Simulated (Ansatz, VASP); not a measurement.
## One calculation of TiB2, two programs

Contents of INCAR:

```
PREC = Accurate ; ENCUT = 520
EDIFF = 1E-7 ; ISMEAR = 1
SIGMA = 0.15 ; LREAL = F
LASPH = T ; NELM = 100
ALGO = Normal ; ISIF = 2
LWAVE = F ; LCHARG = T
LELF = T ; LVHAR = T
NBANDS = 16
```

Contents of KPOINTS:

```
regular mesh
0
Gamma
  11 11 9
```

The input POSCAR:

```
TiB2
1.0
    3.0886111617      0.0000000000      0.0000000000
   -1.5443055808      2.6748114938      0.0000000000
    0.0000000000      0.0000000000      3.2917180359
Ti B
1 2
Direct
    0.0000000000      0.0000000000      0.0000000000
    0.3333333333      0.6666666667      0.5000000000
    0.6666666667      0.3333333333      0.5000000000
```

Input for Ansatz:

```yaml
crystal:
  lattice:
    - [3.0886111616813774, 0.0, 0.0]
    - [-1.5443055808406887, 2.6748114938295453, 0.0]
    - [0.0, 0.0, 3.2917180359078833]
  atoms:
    - { symbol: Ti, position: [0.0, 0.0, 0.0] }
    - { symbol: B, position: [0.3333333333333333, 0.6666666666666666, 0.5] }
    - { symbol: B, position: [0.6666666666666666, 0.3333333333333333, 0.5] }
basis:
  ecutwfc: 517.016338673772
kpoints:
  mp_grid:
    grid: [11, 11, 9]
hamiltonian:
  xc: lda
  pseudopotentials:
    kind: paw
scf:
  occupations:
    method: cold
    width: 0.15
output:
  stress: true
```

Alike in both runs: task single point; functional LDA; k mesh 11 × 11 × 9; no spin polarisation.

```csv
,VASP,Ansatz
version,VASP 6.6.1,Ansatz 0.2.0
potentials or method,"VASP PAW LDA potentials, release 64 (Ti_sv, B)","plane waves, PAW"
plane-wave cutoff (eV),520,517
occupations,"methfessel-paxton of order 1, width 0.15 eV","cold, width 0.15 eV"
valence electrons in the cell,18,18
```

|  | VASP | Ansatz | Ansatz less VASP |
| --- | --- | --- | --- |
| pressure (GPa) | -23.1 | -23.6 | -0.47 |
| largest component of the traceless stress (GPa) | 0.94 | 1.06 | +0.121 |

Ansatz warned: «structure_snapped_to_symmetry».

Caveats: so large a pressure means that the cell lies far from this level's equilibrium, or that cutoff or potentials fall short (VASP).
